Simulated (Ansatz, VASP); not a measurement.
**GaAs: VASP beside Ansatz**

The input INCAR:

```
PREC = Accurate
ENCUT = 900
EDIFF = 1E-6
ISMEAR = -1
SIGMA = 0.05
LREAL = False
LASPH = True
NELM = 60
ALGO = Fast
ISIF = 3
LWAVE = False
LCHARG = False
GGA = PE
IBRION = 2
NSW = 60
EDIFFG = -0.01
```

The input KPOINTS:

```
Automatic mesh
0
Gamma
  8 8 8
```

POSCAR

```
GaAs
1.0
    0.0000000000      2.8268500000      2.8268500000
    2.8268500000      0.0000000000      2.8268500000
    2.8268500000      2.8268500000      0.0000000000
As Ga
1 1
Direct
    0.7500000000      0.7500000000      0.7500000000
    0.0000000000      0.0000000000      0.0000000000
```

File input.yaml:

```yaml
crystal:
  lattice:
    - [0.0, 2.82685, 2.82685]
    - [2.82685, 0.0, 2.82685]
    - [2.82685, 2.82685, 0.0]
  atoms:
    - { symbol: As, position: [0.75, 0.75, 0.75] }
    - { symbol: Ga, position: [0.0, 0.0, 0.0] }
hamiltonian:
  xc: pbe
  pseudopotentials: { kind: paw }
kpoints:
  mp_grid: { grid: [8, 8, 8] }
scf:
  occupations: { method: fermi_dirac, width: 0.05 }
output:
  forces: true
  stress: true
  eigenvalues: true
relax:
  f_tol: 0.01
  max_steps: 40
  cell: { stress_tol: 0.05 }
```

Alike in both runs: task relaxation of cell and atoms; functional PBE; k mesh 8 × 8 × 8; occupations fermi-dirac, width 0.05 eV; no spin polarisation.

```csv
,VASP,Ansatz
version,VASP 6.6.1,Ansatz 0.2.0
potentials or method,"VASP PAW PBE potentials, release 64 (As, Ga_d)",Ansatz PAW
plane-wave cutoff (eV),900,420
valence electrons in the cell,18,28
```

Ansatz gave:

```
gap on the k mesh at the Fermi level, each at its own relaxed structure (eV) : 0.16
relaxed volume (Å³/atom)                                                     : 23.71
relaxed cell length with the largest relative difference (Å)                 : 4.063
energy change over the relaxation (meV/atom)                                 : -11
```

Which values does VASP return?

gap on the k mesh at the Fermi level, each at its own relaxed structure (eV): 0.13; relaxed volume (Å³/atom): 23.81; relaxed cell length with the largest relative difference (Å): 4.068; energy change over the relaxation (meV/atom): -12.

The two sets of potentials don't hold the same shells in valence.

Caveats: the plane-wave basis is chosen anew once the cell has moved, so the energies of steps on either side of that aren't comparable (Ansatz). PBE gaps usually lie below the measured ones, often by a third to a half. PBE usually gives volumes a little too large and moduli too small. Zero-point motion and thermal expansion aren't in these numbers.
